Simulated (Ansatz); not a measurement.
# HfSiO4: one candidate of a structure search

Where does this trial cell of HfSiO4 go when cell and atoms are let free?

Computed with Ansatz 0.2.0 (DFT PBE, scalar-relativistic, plane waves, PAW, unless a step's input says otherwise).

## (1) The system as given

Symmetry: Cmmm, No. 65, orthorhombic system. The conventional cell has a = 6.709 Å, b = 6.709 Å, c = 3.159 Å, α = 90.00°, β = 90.00°, γ = 90.00°. Hf (site symmetry mmm) has 6 O at 2.05 Å in its first shell of neighbours. Si (site symmetry mmm) is surrounded by 6 O at 2.05 Å. Around O (site symmetry m2m) lie 1 Hf at 2.05 Å and 2 Si at 2.05 Å. Around O (site symmetry 2mm) lie 1 Si at 2.05 Å and 2 Hf at 2.05 Å.

Coordinates:

```xyz
6
Lattice="3.3544 -3.3544 0.0000 3.3544 3.3544 0.0000 0.0000 0.0000 3.1590" Properties=species:S:1:pos:R:3 pbc="T T T"
Hf    3.3544    0.0000    1.5795
Si    0.0000    0.0000    0.0000
O     1.3079    0.0000    1.5795
O     3.3544   -1.3079    0.0000
O     3.3544    1.3079    0.0000
O     5.4008    0.0000    1.5795
```

The start is an ordering of an alloy on its end members' structure types: elements ordered on the sites of the HfO2 type, Hf/Si on Hf (Cmmm, No. 65).

## (2) The guess as it stands, on a coarse mesh

input.yaml

```yaml
crystal:
  lattice:
    - [3.35435137, -3.35435137, 0.0]
    - [3.35435137, 3.35435137, 0.0]
    - [0.0, 0.0, 3.15895867]
  atoms:
    - { symbol: Hf, position: [0.5, 0.5, 0.5] }
    - { symbol: Si, position: [0.0, 0.0, 0.0] }
    - { symbol: O, position: [0.19495512, 0.19495512, 0.5] }
    - { symbol: O, position: [0.69495512, 0.30504488, 0.0] }
    - { symbol: O, position: [0.30504488, 0.69495512, 0.0] }
    - { symbol: O, position: [0.80504488, 0.80504488, 0.5] }
basis:
  ecutwfc: 420
kpoints:
  mp_grid: { grid: [4, 4, 6] }
hamiltonian:
  xc: pbe
scf:
  occupations: { method: gaussian, width: 0.1 }
  lower_state_search: "off"
output:
  forces: true
  stress: true
  eigenvalues: true
```

Command:

```sh
ansatz run input.yaml --threads 1 --pin off --max-ram 2560MiB --backend cpu --events-out ev --progress --plain --runs-dir out
```

The program printed, shortened:

```text
[...]
SCF converged after 7 iterations
Free energy (F): -18632.345201 eV
[...]
E sigma→0 (E₀):  -18632.345201 eV
Fermi energy:    9.834567 eV
[...]
--- Forces (eV/Å), atoms counted from 1 ---
  atom   1  Hf    -0.00000000     0.00000000    -0.00000000
  atom   2  Si    -0.00000000     0.00000000     0.00000000
  atom   3  O     -3.83834836     0.00000000     0.00000000
  atom   4  O      0.00000000    -3.28333601     0.00000000
  atom   5  O     -0.00000000     3.28333601    -0.00000000
  atom   6  O      3.83834836     0.00000000    -0.00000000
[...]
--- Stress (GPa, compression-positive) ---
       -4.332416      -0.000000       0.000000
       -0.000000     -19.280745      -0.000000
        0.000000      -0.000000     -20.511289
  P = ⅓ Tr σ = -14.7082 GPa (-147.082 kbar)
--- Band table (eV; the first three rows and the last of 28) ---
[...]
```

It took 7.4 s on 1 thread of Intel Xeon at 2.50GHz (Skylake/Cascade Lake), shared host; peak memory 0.39 GiB.

The probe gives pressure -14.7 GPa, largest force 3.84 eV/Å, gap on this mesh 1.33 eV. A guess like this is first relaxed loosely on the coarse mesh.

## (3) Rough relaxation on the coarse mesh

input.yaml, as its differences from that of step 2:

```diff
@@ -25 +25,6 @@
   eigenvalues: true
+relax:
+  adjacent_minimum: "off"
+  f_tol: 0.04
+  max_steps: 70
+  cell: { stress_tol: 0.4 }
```

Command:

```sh
ansatz run input.yaml --threads 1 --pin off --max-ram 2560MiB --backend cpu --events-out ev --progress --plain --runs-dir out
```

The program printed:

```text
Warning: RAYON_NUM_THREADS=1 ignored (pool sized by the plan → 1); use --threads N
Engine: ansatz 0.2.0, x86_64-unknown-linux-gnu
Pseudopotentials: kind: paw
Pseudopotential: Hf, paw, valence charge 26, recommended cutoff 420 eV (normal), Hf.paw.azcp
Pseudopotential: Si, paw, valence charge 4, recommended cutoff 420 eV (normal), Si.paw.azcp
Pseudopotential: O, paw, valence charge 6, recommended cutoff 420 eV (normal), O.paw.azcp
Functional definition: PBE
  parameter kappa = 0.804
  parameter beta = 0.06672455060314922
  exchange = pbe_x(kappa = kappa, mu = beta*pi^2/3)
  correlation = pbe_c(beta = beta)
Crystal: 6 atoms, lattice volume = 71.087 Å³
Basis set: ecut = 420 eV, 1411 PW (Γ), exchange–correlation on 64×64×48 points (8 copies of the dense FFT grid, shifted against one another)
Bands: 33, of which v1, the nominal top of the filled ones, is band 27 counted from 1 (26 counted from 0)
Symmetry: 8 space group operations
Space group: Cmmm (ITA 65), of the structure as read, at distance tolerance 4.1e-5 Å
k-points: 28 of 96
Non-local potential: Hf, projectors of the file, l = 0: 3, l = 1: 2, l = 2: 2, l = 3: 3
Non-local potential: Si, projectors of the file, l = 0: 2, l = 1: 2, l = 2: 2
Non-local potential: O, projectors of the file, l = 0: 2, l = 1: 2, l = 2: 1
PAW form: soft (Blöchl's): semilocal exchange-correlation on the pseudo side does not see the compensation charge
PAW one-centre angular grid: Hf, 590 points (default); XC on 64 Gauss nodes
PAW one-centre angular grid: Si, 110 points (default); XC on 64 Gauss nodes
PAW one-centre angular grid: O, 110 points (default); XC on 64 Gauss nodes
Initial density: superposition of atomic densities (neutral atoms: chi_scale 0, normalization atom), corrected by the library's trained network
Initial wavefunctions: pseudopotential atomic-orbital guess
Functional: x = pbe(κ = 0.804, μ = 0.2195149727645171), c = pbe(β = 0.06672455060314922)
SCF iter   1: F=—  HF=-18632.346839 eV  |F-HF|=—  |Δ(HF+E_count)|=         —  Δρ=4.13e-3  dr2=1.42e-2  ethr=1.77e-3  ⟨swp⟩=5.8  Hψ=3810  notcnv=0  defer=1
preconditioner: auto → Resta (q_TF=auto, 2.606 Å⁻¹)  ε∞=4.9  [insulator: Δε(μ)=1.346 eV  Ē_g=16.122 eV  σ=0.100 eV  W_gap=1.00  n_scr=18 (ndim 8)  ℏωp=31.8 eV  f_vac=0.040  D(μ)=0.00/eV (n_scr^D=0)  ε∞_Penn≈4.9]
SCF iter   2: F=—  HF=-18632.345393 eV  |F-HF|=—  |Δ(HF+E_count)|=   1.45e-3  Δρ=2.06e-3  dr2=2.29e-3  ethr=2.63e-5  ⟨swp⟩=2.1  Hψ=1714  notcnv=0  defer=1
SCF iter   3: F=—  HF=-18632.345217 eV  |F-HF|=—  |Δ(HF+E_count)|=   1.76e-4  Δρ=9.22e-4  dr2=6.71e-4  ethr=4.23e-6  ⟨swp⟩=2.0  Hψ=1180  notcnv=0  defer=1
SCF iter   4: F=—  HF=-18632.345175 eV  |F-HF|=—  |Δ(HF+E_count)|=   4.18e-5  Δρ=2.00e-4  dr2=2.43e-5  ethr=1.24e-6  ⟨swp⟩=2.0  Hψ=1201  notcnv=0  defer=1
SCF iter   5: F=—  HF=-18632.345202 eV  |F-HF|=—  |Δ(HF+E_count)|=   2.75e-5  Δρ=9.81e-5  dr2=5.52e-6  ethr=4.51e-8  ⟨swp⟩=2.0  Hψ=1543  notcnv=0  defer=1
SCF iter   6: F=—  HF=-18632.345201 eV  |F-HF|=—  |Δ(HF+E_count)|=   1.10e-6  Δρ=2.86e-5  dr2=4.34e-7  ethr=1.02e-8  ⟨swp⟩=2.0  Hψ=1515  notcnv=0  defer=1
SCF iter   7: F=-18632.345201 eV  HF=-18632.345201 eV  |F-HF|=1.61e-8  |Δ(HF+E_count)|=   1.22e-7  Δρ=8.88e-6  dr2=5.00e-8  ethr=1.85e-10  ⟨swp⟩=8.5  Hψ=3957  notcnv=0
SCF 1 converged in 7 iterations: F = -18632.345201 eV  dr2 = 5.00e-8
relax step   1: F+E_penalty+E_count = -18632.34520127 eV  Δ(F+E_penalty+E_count) = +0.000e0 eV  max|allowed force component| = 3.838e0 eV/Å  Δτ_max = 0.0000 Å  P = -14.708 GPa  Ω = 71.087 Å³  (7 SCF iters, dr2 threshold 1.00e-7 eV, accepted)
Crystal: 6 atoms, lattice volume = 66.777 Å³
Basis set: ecut = 420 eV, 1291 PW (Γ), exchange–correlation on 64×64×48 points (8 copies of the dense FFT grid, shifted against one another)
Initial density: handed on by an earlier stage of this run
Initial wavefunctions: those handed on with the density
iter 1 solved again at ethr=2.47e-4 eV; its pass at ethr=3.10e-3 eV (dr2=1.34e-1 eV) is discarded
SCF iter   1: F=—  HF=-18633.808209 eV  |F-HF|=—  |Δ(HF+E_count)|=         —  Δρ=2.04e-2  dr2=1.34e-1  ethr=2.47e-4  ⟨swp⟩=1.0  Hψ=5184  notcnv=0
preconditioner: auto → Resta (q_TF=auto, 2.633 Å⁻¹)  ε∞=4.8  [insulator: Δε(μ)=1.940 eV  Ē_g=16.874 eV  σ=0.100 eV  W_gap=1.00  n_scr=18 (ndim 8)  ℏωp=32.8 eV  f_vac=0.026  D(μ)=0.00/eV (n_scr^D=0)  ε∞_Penn≈4.8]
SCF iter   2: F=—  HF=-18633.784310 eV  |F-HF|=—  |Δ(HF+E_count)|=   2.39e-2  Δρ=7.93e-3  dr2=1.21e-2  ethr=2.47e-4  ⟨swp⟩=2.0  Hψ=1618  notcnv=0
SCF iter   3: F=—  HF=-18633.786224 eV  |F-HF|=—  |Δ(HF+E_count)|=   1.91e-3  Δρ=4.18e-3  dr2=4.01e-3  ethr=2.23e-5  ⟨swp⟩=2.3  Hψ=1533  notcnv=0
SCF iter   4: F=—  HF=-18633.787641 eV  |F-HF|=—  |Δ(HF+E_count)|=   1.42e-3  Δρ=5.93e-4  dr2=2.69e-4  ethr=7.42e-6  ⟨swp⟩=2.1  Hψ=1472  notcnv=0
SCF iter   5: F=—  HF=-18633.787280 eV  |F-HF|=—  |Δ(HF+E_count)|=   3.61e-4  Δρ=4.26e-4  dr2=6.39e-5  ethr=4.99e-7  ⟨swp⟩=2.2  Hψ=1673  notcnv=0
SCF iter   6: F=—  HF=-18633.787362 eV  |F-HF|=—  |Δ(HF+E_count)|=   8.21e-5  Δρ=1.09e-4  dr2=6.30e-6  ethr=1.18e-7  ⟨swp⟩=2.0  Hψ=1552  notcnv=0
SCF iter   7: F=—  HF=-18633.787363 eV  |F-HF|=—  |Δ(HF+E_count)|=   1.08e-6  Δρ=5.25e-5  dr2=1.55e-6  ethr=1.17e-8  ⟨swp⟩=2.0  Hψ=1540  notcnv=0
SCF iter   8: F=-18633.787364 eV  HF=-18633.787364 eV  |F-HF|=7.34e-8  |Δ(HF+E_count)|=   4.54e-7  Δρ=1.27e-5  dr2=1.15e-7  ethr=1.11e-9  ⟨swp⟩=6.3  Hψ=4088  notcnv=0
SCF 2 converged in 8 iterations: F = -18633.787364 eV  dr2 = 1.15e-7
relax step   2: F+E_penalty+E_count = -18633.78736388 eV  Δ(F+E_penalty+E_count) = -1.442e0 eV  max|allowed force component| = 1.205e0 eV/Å  Δτ_max = 0.1143 Å  P = -11.792 GPa  Ω = 66.777 Å³  energy of the carried Pulay correction = +1.917e-2 eV  (8 SCF iters, dr2 threshold 6.00e-7 eV, accepted)
Crystal: 6 atoms, lattice volume = 60.124 Å³
Basis set: ecut = 420 eV, 1161 PW (Γ), exchange–correlation on 64×64×48 points (8 copies of the dense FFT grid, shifted against one another)
iter 1 solved again at ethr=4.09e-4 eV; its pass at ethr=3.10e-3 eV (dr2=2.21e-1 eV) is discarded
SCF iter   1: F=—  HF=-18634.031871 eV  |F-HF|=—  |Δ(HF+E_count)|=         —  Δρ=2.33e-2  dr2=2.19e-1  ethr=4.09e-4  ⟨swp⟩=1.4  Hψ=5121  notcnv=0
preconditioner: auto → Resta (q_TF=auto, 2.680 Å⁻¹)  ε∞=4.8  [insulator: Δε(μ)=1.631 eV  Ē_g=17.717 eV  σ=0.100 eV  W_gap=1.00  n_scr=18 (ndim 8)  ℏωp=34.5 eV  f_vac=0.005  D(μ)=0.00/eV (n_scr^D=0)  ε∞_Penn≈4.8]
SCF iter   2: F=—  HF=-18633.974165 eV  |F-HF|=—  |Δ(HF+E_count)|=   5.77e-2  Δρ=8.59e-3  dr2=3.62e-2  ethr=4.05e-4  ⟨swp⟩=2.0  Hψ=1695  notcnv=0
SCF iter   3: F=—  HF=-18633.967846 eV  |F-HF|=—  |Δ(HF+E_count)|=   6.32e-3  Δρ=4.20e-3  dr2=9.01e-3  ethr=6.70e-5  ⟨swp⟩=2.4  Hψ=1586  notcnv=0
SCF iter   4: F=—  HF=-18633.967068 eV  |F-HF|=—  |Δ(HF+E_count)|=   7.78e-4  Δρ=1.04e-3  dr2=7.82e-4  ethr=1.67e-5  ⟨swp⟩=2.0  Hψ=1544  notcnv=0
SCF iter   5: F=—  HF=-18633.966511 eV  |F-HF|=—  |Δ(HF+E_count)|=   5.57e-4  Δρ=6.73e-4  dr2=2.29e-4  ethr=1.45e-6  ⟨swp⟩=2.0  Hψ=1652  notcnv=0
SCF iter   6: F=—  HF=-18633.966789 eV  |F-HF|=—  |Δ(HF+E_count)|=   2.78e-4  Δρ=2.02e-4  dr2=1.89e-5  ethr=4.24e-7  ⟨swp⟩=2.1  Hψ=1557  notcnv=0
SCF iter   7: F=—  HF=-18633.966792 eV  |F-HF|=—  |Δ(HF+E_count)|=   2.46e-6  Δρ=7.99e-5  dr2=3.16e-6  ethr=3.51e-8  ⟨swp⟩=2.0  Hψ=1577  notcnv=0
SCF iter   8: F=—  HF=-18633.966794 eV  |F-HF|=—  |Δ(HF+E_count)|=   2.25e-6  Δρ=2.57e-5  dr2=4.24e-7  ethr=1.11e-9  ⟨swp⟩=7.4  Hψ=4825  notcnv=0
SCF iter   9: F=-18633.966794 eV  HF=-18633.966794 eV  |F-HF|=1.46e-8  |Δ(HF+E_count)|=   3.50e-7  Δρ=5.61e-6  dr2=1.84e-8  ethr=7.85e-10  ⟨swp⟩=5.9  Hψ=4047  notcnv=0
SCF 3 converged in 9 iterations: F = -18633.966794 eV  dr2 = 1.84e-8
relax step   3: F+E_penalty+E_count = -18633.96679418 eV  Δ(F+E_penalty+E_count) = -1.794e-1 eV  max|allowed force component| = 1.128e0 eV/Å  Δτ_max = 0.0992 Å  P = +11.075 GPa  Ω = 60.124 Å³  energy of the carried Pulay correction = +5.123e-2 eV  (9 SCF iters, dr2 threshold 6.00e-7 eV, accepted)
[... 13 lines left out ...]
relax step   4: F+E_penalty+E_count = -18634.10608275 eV  Δ(F+E_penalty+E_count) = -1.393e-1 eV  max|allowed force component| = 1.906e-1 eV/Å  Δτ_max = 0.0439 Å  P = -0.039 GPa  Ω = 62.755 Å³  energy of the carried Pulay correction = +3.817e-2 eV  (8 SCF iters, dr2 threshold 6.00e-7 eV, accepted)
[... 10 lines left out ...]
relax step   5: F+E_penalty+E_count = -18634.10873010 eV  Δ(F+E_penalty+E_count) = -2.647e-3 eV  max|allowed force component| = 4.993e-2 eV/Å  Δτ_max = 0.0054 Å  P = +0.001 GPa  Ω = 62.698 Å³  energy of the carried Pulay correction = +3.845e-2 eV  (6 SCF iters, dr2 threshold 6.00e-7 eV, accepted)
[... 9 lines left out ...]
relax step   6: F+E_penalty+E_count = -18634.10908615 eV  Δ(F+E_penalty+E_count) = -3.560e-4 eV  max|allowed force component| = 5.134e-3 eV/Å  Δτ_max = 0.0021 Å  P = -0.002 GPa  Ω = 62.678 Å³  energy of the carried Pulay correction = +3.854e-2 eV  (5 SCF iters, dr2 threshold 1.56e-7 eV, accepted)
[... 11 lines left out ...]
relax step   7: F+E_penalty+E_count = -18634.08920692 eV  Δ(F+E_penalty+E_count) = +1.988e-2 eV  max|allowed force component| = 4.053e-3 eV/Å  Δτ_max = 0.0000 Å  P = -0.624 GPa  Ω = 62.678 Å³  stress off target by 6.71e-1 GPa  SCF on the basis re-selected at this cell (its energy is not comparable with the rows above)  (6 SCF iters)
[... 11 lines left out ...]
relax step   8: F+E_penalty+E_count = -18634.09038149 eV  Δ(F+E_penalty+E_count) = -1.175e-3 eV  max|allowed force component| = 3.526e-3 eV/Å  Δτ_max = 0.0006 Å  P = +0.027 GPa  Ω = 62.509 Å³  energy of the carried Pulay correction = +8.558e-4 eV  (5 SCF iters, dr2 threshold 6.00e-7 eV, accepted)
iter 1 solved again at ethr=1.08e-7 eV; its pass at ethr=3.10e-3 eV (dr2=5.85e-5 eV) is discarded
SCF iter   1: F=—  HF=-18634.089270 eV  |F-HF|=—  |Δ(HF+E_count)|=         —  Δρ=4.46e-5  dr2=3.82e-7  ethr=1.08e-7  ⟨swp⟩=3.2  Hψ=6347  notcnv=0
preconditioner: auto → Resta (q_TF=auto, 2.663 Å⁻¹)  ε∞=4.8  [insulator: Δε(μ)=1.814 eV  Ē_g=17.334 eV  σ=0.100 eV  W_gap=1.00  n_scr=18 (ndim 8)  ℏωp=33.9 eV  f_vac=0.023  D(μ)=0.00/eV (n_scr^D=0)  ε∞_Penn≈4.8]
SCF iter   2: F=—  HF=-18634.089247 eV  |F-HF|=—  |Δ(HF+E_count)|=   2.36e-5  Δρ=2.27e-5  dr2=1.81e-7  ethr=7.08e-10  ⟨swp⟩=2.1  Hψ=1698  notcnv=0
SCF iter   3: F=—  HF=-18634.089247 eV  |F-HF|=—  |Δ(HF+E_count)|=   4.38e-8  Δρ=1.24e-5  dr2=5.84e-8  ethr=3.36e-10  ⟨swp⟩=2.1  Hψ=1230  notcnv=0
SCF iter   4: F=—  HF=-18634.089247 eV  |F-HF|=—  |Δ(HF+E_count)|=   3.53e-8  Δρ=2.68e-6  dr2=4.54e-9  ethr=1.08e-10  ⟨swp⟩=2.0  Hψ=1468  notcnv=0
SCF iter   5: F=-18634.089247 eV  HF=-18634.089247 eV  |F-HF|=4.95e-10  |Δ(HF+E_count)|=   1.43e-9  Δρ=1.40e-6  dr2=1.35e-9  ethr=7.11e-12  ⟨swp⟩=5.1  Hψ=3522  notcnv=0
SCF 9 converged in 5 iterations: F = -18634.089247 eV  dr2 = 1.35e-9
relax step   9: F+E_penalty+E_count = -18634.08924664 eV  Δ(F+E_penalty+E_count) = +1.135e-3 eV  max|allowed force component| = 3.455e-3 eV/Å  Δτ_max = 0.0000 Å  P = +0.008 GPa  Ω = 62.509 Å³  stress off target by 1.77e-2 GPa  SCF on the basis re-selected at this cell (its energy is not comparable with the rows above)  (5 SCF iters)
basis re-selected at this cell: Δ(F+E_penalty+E_count) = +1.135e-3 eV, ΔP = -0.020 GPa vs the last step (what re-selecting the basis moved, of the pressure what is left beyond the Pulay correction that the steps carried, after the strain that the cell walked since its last selection, with what the two solves' SCF thresholds leave and, on support functions, any second-order correction that the steps lacked; it is no measure of the basis error at this ecutwfc). This SCF's stress stands 1.77e-2 GPa from its target on what of the cell is left free (relax.cell.stress_tol is 4.00e-1 GPa) and its largest allowed force component is 3.46e-3 eV/Å (relax.f_tol is 4.00e-2 eV/Å): within both
SCF converged after 5 iterations
Free energy (F): -18634.089247 eV
Harris-Foulkes:  -18634.089247 eV  (|F-HF|=4.95e-10)
Internal energy: -18634.089247 eV  (E = F + TS)
E sigma→0 (E₀):  -18634.089247 eV
Fermi energy:    12.378727 eV
--- Per-component energies (eV) ---
  E_band       = -58.580104
  E_kinetic    = 1173.796851
  E_local      = -7807.789449  (includes V_loc(G=0)·N_el)
  E_nonlocal   = -1029.395553
  E_hartree    = 3510.840609
  E_xc         = -652.114010
  E_vxc        = -692.310811  (∫ρ·V_xc dr)
  E_paw        = -8074.569861  (= ΣΔE_a)
  E_vpaw       = 1275.430127  (= ΣTr[D̂ρ^β])
  E_aug_tail   = 0.010097  (compensation charges beyond the density's cutoff)
  E_ewald      = -5754.867930
  E_smearing   = -0.000000  (= −TS)
  E_closure    = 0.000000  (closes the sum)
  Σ components = -18634.089247   (vs F -18634.089247, Δ=0.00e0)
--- Forces (eV/Å), atoms counted from 1 ---
  atom   1  Hf     0.00000000     0.00000000     0.00000000
  atom   2  Si    -0.00000000     0.00000000     0.00000000
  atom   3  O      0.00158665     0.00000000     0.00000000
  atom   4  O     -0.00000000    -0.00345519     0.00000000
  atom   5  O     -0.00000000     0.00345519     0.00000000
  atom   6  O     -0.00158665     0.00000000    -0.00000000
  max |Σ_I F_I| component: 3.47e-18 eV/Å
--- Stress (GPa, compression-positive) ---
        0.011894      -0.000000       0.000000
       -0.000000       0.017666       0.000000
        0.000000       0.000000      -0.006019
  P = ⅓ Tr σ = 0.0078 GPa (0.078 kbar)
--- Band table (eV; the first three rows and the last of 28) ---
  k-point 0: bands = ["-49.4905", "-18.4141", "-18.2097", "-18.0490", "-8.3192", "-5.9567", "-5.8831", "-5.3689", "0.6383", "0.6662", "0.6822", "0.7303", "0.7455", "0.7796", "0.7888", "3.4841", "6.3853", "6.4516", "6.5374", "7.4474", "7.5372", "8.7388", "9.0026", "10.3161", "10.7869", "10.8816", "11.4717", "13.2857", "16.6106", "17.3633", "17.5735", "17.8393", "20.5268"]
  k-point 1: bands = ["-49.4772", "-18.3436", "-18.3397", "-18.1865", "-8.0012", "-6.1338", "-5.7858", "-5.2669", "0.6611", "0.6787", "0.6793", "0.7155", "0.7360", "0.7811", "0.7817", "3.7302", "5.8087", "6.0068", "6.7123", "7.4639", "8.0742", "8.3855", "8.7332", "9.3002", "10.4806", "10.7284", "11.2128", "14.4767", "16.8123", "17.3218", "17.6963", "19.5495", "20.3106"]
  k-point 2: bands = ["-49.4504", "-18.8744", "-18.1974", "-18.1397", "-7.2328", "-6.5002", "-5.7889", "-5.0489", "0.6487", "0.7020", "0.7070", "0.7177", "0.7212", "0.7667", "0.7869", "3.8533", "5.4029", "5.5681", "6.6708", "7.6295", "7.6861", "7.9675", "8.3265", "8.5946", "10.3539", "10.4571", "10.5602", "16.4249", "16.8817", "16.9335", "19.1944", "19.8916", "21.0079"]
  k-point 27: bands = ["-49.4368", "-19.1179", "-18.1272", "-18.1249", "-6.7999", "-6.4351", "-5.9963", "-5.0145", "0.6437", "0.7133", "0.7167", "0.7227", "0.7615", "0.7667", "0.7821", "3.2409", "4.8525", "5.2106", "5.8523", "6.9460", "7.4540", "8.9280", "9.7195", "9.7555", "10.3471", "10.5599", "11.0953", "15.4401", "16.2255", "18.5513", "18.8593", "20.3936", "20.5847"]
--- Relaxed structure (7 steps of the walk, 7 accepted, 2 SCFs on fresh bases) ---
  F+E_penalty+E_count = -18634.08924664 eV   max|allowed force component| = 3.455e-3 eV/Å   (the final SCF, on the basis selected at the relaxed cell)
  cell:  # Å, volume = 62.5092 Å³
    - [3.2899417355282785, -3.193637140945915, -5.7702389244520806e-33]
    - [3.2899417355282785, 3.193637140945915, -7.95353881267186e-33]
    - [-5.2870870332079187e-33, -1.0280607709713343e-33, 2.97467935779776]
  atoms:
    - { symbol: Hf, position: [0.49999999999999994, 0.49999999999999994, 0.4999999999999999] }
    - { symbol: Si, position: [-3.4207725209593185e-19, -3.4746429543602527e-19, 2.743105645674264e-34] }
    - { symbol: O, position: [0.1781220860403505, 0.1781220860403505, 0.4999999999999999] }
    - { symbol: O, position: [0.7213266595766029, 0.278673340423397, 7.925321127870335e-34] }
    - { symbol: O, position: [0.278673340423397, 0.7213266595766029, 1.4022045224571592e-33] }
    - { symbol: O, position: [0.8218779139596496, 0.8218779139596496, 0.4999999999999999] }
```

Run time: 79 s. Hardware: 1 thread of Intel Xeon at 2.50GHz (Skylake/Cascade Lake), shared host; peak memory 0.41 GiB.

The steps of the relaxation:

| step | energy from step 1 (eV/cell) | largest force component (eV/Å) | pressure (GPa) | volume (Å³) |
| --- | --- | --- | --- | --- |
| 1 | 0.0000 | 3.8383 | -14.71 | 71.09 |
| 2 | -1.4422 | 1.2048 | -11.79 | 66.78 |
| 3 | -1.6216 | 1.1283 | 11.07 | 60.12 |
| 4 | -1.7609 | 0.1906 | -0.04 | 62.76 |
| 5 | -1.7635 | 0.0499 | 0.00 | 62.70 |
| 6 | -1.7639 | 0.0051 | 0.00 | 62.68 |
| 7 | -1.7440 | 0.0041 | -0.62 | 62.68 |
| 8 | -1.7452 | 0.0035 | 0.03 | 62.51 |
| 9 | -1.7440 | 0.0035 | 0.01 | 62.51 |

Step 1 is the start. Steps 7, 9 each repeat the geometry before them on a plane-wave basis chosen anew, so the energy can jump there without any move.

Lengths and angles in the start's conventional setting:

|  | before | after | change |
| --- | --- | --- | --- |
| a (Å) | 6.709 | 6.387 | -4.8 % |
| b (Å) | 6.709 | 6.580 | -1.9 % |
| c (Å) | 3.159 | 2.975 | -5.8 % |
| volume (Å³/atom) | 11.85 | 10.42 | -12.1 % |
| shortest distance (Å) | 2.046 | 1.780 | -13.0 % |
| space group (0.01 Å) | Cmmm | Cmmm | same |

Forces and stress were held to the start's 8 operations: a distortion of lower symmetry was not tested.

[end of part 1 of 2]
